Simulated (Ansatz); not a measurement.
Is this GaN structure a true minimum?

It was relaxed at this level from a cell as deposited in COD.

Level of theory: Ansatz 0.2.0, DFT PBE, scalar-relativistic, plane waves, PAW. Cutoff 420 eV; k points 12×12×6 on the computed 4-atom cell (Γ-centred); Gaussian smearing, width 0.02 eV; no spin polarisation.

The cell below (4 atoms, space group P6_3mc (No. 186)) is relaxed within its symmetry.

```xyz
4
Lattice="3.2184 0.0000 0.0000 -1.6092 2.7872 0.0000 0.0000 0.0000 5.2431" Properties=species:S:1:pos:R:3 pbc="T T T"
Ga    0.0000    1.8582    5.2385
Ga    1.6092    0.9291    2.6170
N     0.0000    1.8582    1.9707
N     1.6092    0.9291    4.5923
```

For the test a repeat of it with 8 atoms (edges 3.22, 3.22, 10.49 Å) was strained at random (σ = 1.5 % a component), the atoms were moved at random (σ = 0.05 Å), and all was relaxed again on a coarse 6×6×2 mesh (in the run’s order of axes) with 0.10 eV smearing, with no symmetry imposed.

Q: Does it come back?

A: It returns, within 1 meV/atom of the unmoved cell on that mesh and with the same symmetry when read at 0.1 Å. No instability shows in this cell; modes of other wave vectors, which need another repeat, aren't tested.
